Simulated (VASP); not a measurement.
# C (Pm-3m) in VASP: notebook

One crystal, C, is run at these levels: LDA, PBE, PBEsol; tasks: relaxation of cell and atoms.

Program: VASP 6.6.1. These are calculated values, not measurements. Logs are shortened: lines on timing, memory, paths and dates and some standing lists are left out, and cuts for length are marked.

### Step 1. The crystal as given

It takes space group Pm-3m (No. 221, cubic). The conventional cell has a = 2.620 Å, b = 2.620 Å, c = 2.620 Å, α = 90.00°, β = 90.00°, γ = 90.00°. Around C (site symmetry 4/mmm) lie 8 C at 1.85 Å.

The cell was built by a generator and needn't be a form met in nature.

### Step 2. Relaxation of cell and atoms, LDA

The input, INCAR:

```
  PREC = Accurate
  ENCUT = 600
  EDIFF = 1E-6
  ISMEAR = -1
  SIGMA = 0.05
  LREAL = False
  LASPH = True
  NELM = 80
  ALGO = Normal
  ISIF = 3
  LWAVE = False
  LCHARG = False
  GGA = CA
  IBRION = 2
  NSW = 60
  EDIFFG = -0.01
```

The input, KPOINTS:

```
regular mesh
0
Gamma
  10 10 10
```

The input, POSCAR:

```
C
1.0
    2.6197200000      0.0000000000      0.0000000000
    0.0000000000      2.6197200000      0.0000000000
    0.0000000000      0.0000000000      2.6197200000
C
3
Direct
    0.0000000000      0.5000000000      0.5000000000
    0.5000000000      0.0000000000      0.5000000000
    0.5000000000      0.5000000000      0.0000000000
```

Potentials or basis: VASP PAW LDA potentials, release 64 (C).

Started as:

```
> cat potpaw_LDA.64/C/POTCAR > POTCAR
> mpirun -np 1 vasp_std > vasp.out
```

OUTCAR:

```text
PREC = Accurate
   ENCUT = 600
   EDIFF = 1E-6
   ISMEAR = -1
   LREAL = False
   LASPH = True
   NELM = 80
   ISIF = 3
   GGA = CA
   IBRION = 2
   NSW = 60
   EDIFFG = -0.01

 ion  position               nearest neighbor table
   1  0.000  0.500  0.500-   2 1.85   3 1.85   3 1.85   2 1.85   2 1.85   3 1.85   3 1.85   2 1.85

   2  0.500  0.000  0.500-   1 1.85   3 1.85   3 1.85   1 1.85   3 1.85   3 1.85   1 1.85   1 1.85

   3  0.500  0.500  0.000-   1 1.85   2 1.85   1 1.85   2 1.85   2 1.85   2 1.85   1 1.85   1 1.85

  LATTYP: Found a simple cubic cell.
 ALAT       =     2.6197200000

  Lattice vectors:

 A1 = (   2.6197200000,   0.0000000000,   0.0000000000)
 A2 = (   0.0000000000,   2.6197200000,   0.0000000000)
 A3 = (   0.0000000000,   0.0000000000,   2.6197200000)

Analysis of symmetry for initial positions (statically):
=====================================================================
 Subroutine PRICEL returns:
 Original cell was already a primitive cell.

 Routine SETGRP: Setting up the symmetry group for a
 simple cubic supercell.

 Subroutine GETGRP returns: Found 48 space group operations
 (whereof 48 operations were pure point group operations)
 out of a pool of 48 trial point group operations.

The static configuration has the point symmetry O_h .

Analysis of symmetry for dynamics (positions and initial velocities):
=====================================================================
 Subroutine PRICEL returns:
 Original cell was already a primitive cell.

 Routine SETGRP: Setting up the symmetry group for a
 simple cubic supercell.

 Subroutine GETGRP returns: Found 48 space group operations
 (whereof 48 operations were pure point group operations)
 out of a pool of 48 trial point group operations.

The dynamic configuration has the point symmetry O_h .

 Subroutine INISYM returns: Found 48 space group operations
 (whereof 48 operations are pure point group operations),
 and found     1 'primitive' translations

----------------------------------------------------------------------------------------

                                     Primitive cell

  volume of cell :      17.9790

  direct lattice vectors                    reciprocal lattice vectors
     2.619720000  0.000000000  0.000000000     0.381720184  0.000000000  0.000000000
     0.000000000  2.619720000  0.000000000     0.000000000  0.381720184  0.000000000
     0.000000000  0.000000000  2.619720000     0.000000000  0.000000000  0.381720184

  length of vectors
     2.619720000  2.619720000  2.619720000     0.381720184  0.381720184  0.381720184

[... 105 lines left out ...]
  Thomas-Fermi vector in A             =   2.550512
   LORBIT       =      0    0 simple, 1 ext, 2 COOP (PROOUT), +10 PAW based schemes
   GGA     = CA    functional components
   LHFCALC =     F    Hartree Fock is set to
   AEXX    =    0.0000 exact exchange contribution
   IVDW    =     0    specifies the selected vdW correction
   LEPSILON=     F    determine dielectric tensor
   LRPA    =     F    only Hartree local field effects (RPA)
 conjugate gradient relaxation of ions
 non-spin polarized calculation
  energy-cutoff  :      600.00
  volume of cell :       17.98
 maximum number of plane-waves:       624
 NGX is ok and might be reduce to    24
   NGX = 11   NGY = 11   NGZ = 11

--------------------------------------- Ionic step        1  -------------------------------------------

 number of electron      11.9999999 magnetization

 Free energy of the ion-electron system (eV)
  ---------------------------------------------------
  ext. energy  EPLUGINS =         0.00000000
  ---------------------------------------------------
  free energy    TOTEN  =       -19.70030803 eV

  energy without entropy =      -19.68692913  energy(sigma->0) =      -19.69361858

------------------------ aborting loop because EDIFF is reached ----------------------------------------

  FORCE on cell =-STRESS in cart. coord.  units (eV):
  Direction    XX          YY          ZZ          XY          YZ          ZX
  --------------------------------------------------------------------------------------
  -------------------------------------------------------------------------------------
  Total       -1.4993327     -1.4993327     -1.4993327      0.0000000      0.0000000      0.0000000
  in kB     -133.6115415   -133.6115415   -133.6115415      0.0000000      0.0000000      0.0000000
  external PRESSURE =    -133.6115415 kB  Pullay stress =       0.0000000 kB
[... 61 lines left out ...]
--------------------------------------- Ionic step        3  -------------------------------------------

 number of electron      12.0000001 magnetization

 Free energy of the ion-electron system (eV)
  ---------------------------------------------------
  ext. energy  EPLUGINS =         0.00000000
  ---------------------------------------------------
  free energy    TOTEN  =       -19.76011379 eV

  energy without entropy =      -19.75254953  energy(sigma->0) =      -19.75633166

 E-fermi :  12.0518     XC(G=0): -13.8302

 val. band max:       12.0397925719   @ k =   0.5000   0.4000   0.1000
 cond. band min:      12.1028427734   @ k =   0.4000   0.2000   0.0000
 fundamental gap:      0.0630502015
 Fermi energy:        12.0518017802

 k-point     1 :       0.0000    0.0000    0.0000
  band No.  band energies     occupation
      1     -11.6561      2.00000
      2       3.4971      2.00000
      3       3.4971      2.00000
      4       3.4971      2.00000
      5       9.5958      2.00000
      6       9.5958      2.00000
      7      16.5028      0.00000
      8      16.5028      0.00000
      9      16.5028      0.00000
     10      17.2447      0.00000
[... 287 lines left out ...]
 k-point    24 :       0.3000    0.1000    0.1000
  band No.  band energies     occupation
      1      -9.7556      2.00000
      2      -2.0782      2.00000
      3       3.9255      2.00000
      4       3.9472      2.00000
      5      10.7039      2.00000
      6      12.4001      0.00189
      7      12.7889      0.00000
      8      14.5095      0.00000
      9      16.5004      0.00000
     10      17.9830      0.00000

 [... further k-points ...]

------------------------ aborting loop because EDIFF is reached ----------------------------------------

  FORCE on cell =-STRESS in cart. coord.  units (eV):
  Direction    XX          YY          ZZ          XY          YZ          ZX
  --------------------------------------------------------------------------------------
  -------------------------------------------------------------------------------------
  Total        0.0261716      0.0261716      0.0261716     -0.0000000     -0.0000000     -0.0000000
  in kB        2.4929014      2.4929014      2.4929014     -0.0000000     -0.0000000     -0.0000000
  external PRESSURE =       2.4929014 kB  Pullay stress =       0.0000000 kB
[... 18 lines left out ...]
  FREE ENERGIE OF THE ION-ELECTRON SYSTEM (eV)
  ---------------------------------------------------
  free  energy   TOTEN  =       -19.7601137945 eV

  energy  without entropy=      -19.7525495337  energy(sigma->0) =      -19.75633166

 reached required accuracy - stopping structural energy minimisation
```

It took 11 s on 1 thread of Intel Xeon Platinum 8259CL at 2.50GHz (Skylake/Cascade Lake), shared host; peak memory 0.12 GiB.

What came out:

```
Free energy                            : -19.7601 eV
Relaxed volume                         : 5.61 Å³/atom
Relaxed cell                           : a = 2.562 Å, b = 2.562 Å, c = 2.562 Å, α = 90.00°, β = 90.00°, γ = 90.00°
Space group after relaxing (to 0.05 Å) : Pm-3m (No. 221)
Energy gained by relaxing              : 19.9 meV/atom
Ionic steps                            : 3
Pressure after relaxing                : 0.2 GPa
Band gap on the k mesh                 : none (metal or under the smearing width)
```

The path:
```csv
step,energy change (eV),largest force (eV/Å),pressure (GPa),volume (Å³)
1,0.0000,0.0000,-13.36,17.98
2,-0.0589,0.0000,2.38,16.71
3,-0.0598,0.0000,0.25,16.82
```

Final structure:
```
C
1.0
     2.56219    0.00000    0.00000
     0.00000    2.56219    0.00000
     0.00000    0.00000    2.56219
C
3
Direct
  0.00000 0.50000 0.50000
  0.50000 0.00000 0.50000
  0.50000 0.50000 0.00000
```

Levels at points of the mesh, in eV from the Fermi level:
```tsv
k point	band 4	band 5	band 6	band 7	band 8	band 9
(0.00, 0.00, 0.00)	-8.55	-2.46	-2.46	4.45	4.45	4.45
(0.50, 0.00, 0.00)	-5.65	-0.98	-0.98	-0.17	0.55	2.16
(0.50, 0.50, 0.00)	-11.36	-1.51	-0.02	-0.02	2.81	4.98
(0.50, 0.50, 0.50)	-9.89	-9.77	-9.77	-9.77	3.96	10.65
```

### Step 3. Relaxation of cell and atoms, PBE

Changes to INCAR since step 2:

```diff
@@ -12,3 +12,3 @@
   LCHARG = False
-  GGA = CA
+  GGA = PE
   IBRION = 2
```

KPOINTS is that of step 2.

POSCAR is that of step 2.

Potentials or basis: VASP PAW PBE potentials, release 64 (C).

Started as:

```
> cat potpaw_PBE.64/C/POTCAR > POTCAR
> mpirun -np 1 vasp_std > vasp.out
```

It took 11 s on 1 thread of Intel Xeon Platinum 8259CL at 2.50GHz (Skylake/Cascade Lake), shared host; peak memory 0.13 GiB.

It converged, with:

- Free energy: -16.7395 eV
- Relaxed volume: 6.08 Å³/atom
- Relaxed cell: a = 2.632 Å, b = 2.632 Å, c = 2.632 Å, α = 90.00°, β = 90.00°, γ = 90.00°
- Space group after relaxing (to 0.05 Å): Pm-3m (No. 221)
- Energy gained by relaxing: 0.7 meV/atom
- Ionic steps: 2
- Pressure after relaxing: 0.0 GPa
- Band gap on the k mesh: none (metal or under the smearing width)

The path:
| step | energy change (eV) | largest force (eV/Å) | pressure (GPa) | volume (Å³) |
| --- | --- | --- | --- | --- |
| 1 | 0.0000 | 0.0000 | 2.69 | 17.98 |
| 2 | -0.0022 | 0.0000 | -0.02 | 18.24 |

Final structure:
```xyz
3
Lattice="2.6324 0.0000 0.0000 0.0000 2.6324 0.0000 0.0000 0.0000 2.6324" Properties=species:S:1:pos:R:3 pbc="T T T"
C     0.0000    1.3162    1.3162
C     1.3162    0.0000    1.3162
C     1.3162    1.3162    0.0000
```

Levels at points of the mesh, in eV from the Fermi level:
| k point | band 3 | band 4 | band 5 | band 6 | band 7 | band 8 | band 9 | band 10 |
| --- | --- | --- | --- | --- | --- | --- | --- | --- |
| (0.00, 0.00, 0.00) | -7.77 | -7.77 | -2.92 | -2.92 | 4.32 | 4.32 | 4.32 | 5.80 |
| (0.50, 0.00, 0.00) | -5.06 | -5.06 | -0.66 | -0.66 | -0.43 | 0.13 | 2.30 | 5.99 |
| (0.50, 0.50, 0.00) | -13.53 | -10.28 | -1.13 | 0.20 | 0.20 | 2.24 | 4.49 | 4.49 |
| (0.50, 0.50, 0.50) | -9.69 | -9.69 | -8.98 | -8.98 | -8.98 | 4.78 | 10.16 | 10.16 |

### Step 4. Relaxation of cell and atoms, PBEsol

Changes to INCAR since step 3:

```diff
@@ -12,3 +12,3 @@
   LCHARG = False
-  GGA = PE
+  GGA = PS
   IBRION = 2
```

KPOINTS is that of step 3.

POSCAR is that of step 3.

Started as:

```
> cat potpaw_PBE.64/C/POTCAR > POTCAR
> mpirun -np 1 vasp_std > vasp.out
```

It took 20 s on 1 thread of Intel Xeon Platinum 8259CL at 2.50GHz (Skylake/Cascade Lake), shared host; peak memory 0.13 GiB.

Results (log left out):

| Property | Result |
| --- | --- |
| Free energy | -18.4840 eV |
| Relaxed volume | 5.75 Å³/atom |
| Relaxed cell | a = 2.583 Å, b = 2.583 Å, c = 2.583 Å, α = 90.00°, β = 90.00°, γ = 90.00° |
| Space group after relaxing (to 0.05 Å) | Pm-3m (No. 221) |
| Energy gained by relaxing | 4.1 meV/atom |
| Ionic steps | 5 |
| Pressure after relaxing | 0.0 GPa |
| Band gap on the k mesh | none (metal or under the smearing width) |

The path:
```
step  energy change (eV)  largest force (eV/Å)  pressure (GPa)  volume (Å³)
   1              0.0000                0.0000           -4.94        17.98
   2             -0.0104                0.0000           -2.21        17.50
   3             -0.0120                0.0000            1.31        17.14
   4             -0.0123                0.0000           -0.36        17.27
   5             -0.0124                0.0000           -0.03        17.24
```

Final structure:
```cif
data_structure
_symmetry_space_group_name_H-M 'P 1'
_symmetry_Int_Tables_number 1
_cell_length_a 2.5835
_cell_length_b 2.5835
_cell_length_c 2.5835
_cell_angle_alpha 90.000
_cell_angle_beta 90.000
_cell_angle_gamma 90.000
_cell_volume 17.24
loop_
_atom_site_label
_atom_site_type_symbol
_atom_site_fract_x
_atom_site_fract_y
_atom_site_fract_z
_atom_site_occupancy
C1 C 0.00000 0.50000 0.50000 1
C2 C 0.50000 0.00000 0.50000 1
C3 C 0.50000 0.50000 0.00000 1
```

Levels at points of the mesh, in eV from the Fermi level:
```
           k point  band 2  band 3  band 4  band 5  band 6  band 7  band 8  band 9  band 10
(0.00, 0.00, 0.00)   -8.37   -8.37   -8.37   -2.73   -2.73    4.45    4.45    4.45     5.18
(0.50, 0.00, 0.00)  -17.41   -5.52   -5.52   -0.91   -0.91   -0.11    0.12    2.14     6.44
(0.50, 0.50, 0.00)  -14.12  -14.12  -11.12   -1.42    0.03    0.03    2.56    4.80     4.80
(0.50, 0.50, 0.50)   -9.89   -9.89   -9.89   -9.68   -9.68   -9.68    4.05   10.62    10.62
```

Caveat: the PAW data sets were made with another functional, which shifts forces and pressure a little.

### Step 5. Overview

| level | potentials or basis | gap on the mesh (eV) | pressure (GPa) | relaxed volume (Å³/atom) |
| --- | --- | --- | --- | --- |
| LDA | VASP PAW LDA potentials, release 64 (C) | none | 0.2 | 5.61 |
| PBE | VASP PAW PBE potentials, release 64 (C) | none | 0.0 | 6.08 |
| PBEsol | VASP PAW PBE potentials, release 64 (C) | none | 0.0 | 5.75 |

Alike in all rows: task relaxation of cell and atoms; no spin polarisation; cell relaxed; k mesh 10 × 10 × 10; cutoff (eV) 600; smearing fermi-dirac 0.05 eV.

Caveats: the PAW data sets were made with another functional, which shifts forces and pressure a little (some runs).

Total energies depend on the potentials used, so only differences within one code and one set of settings carry meaning.
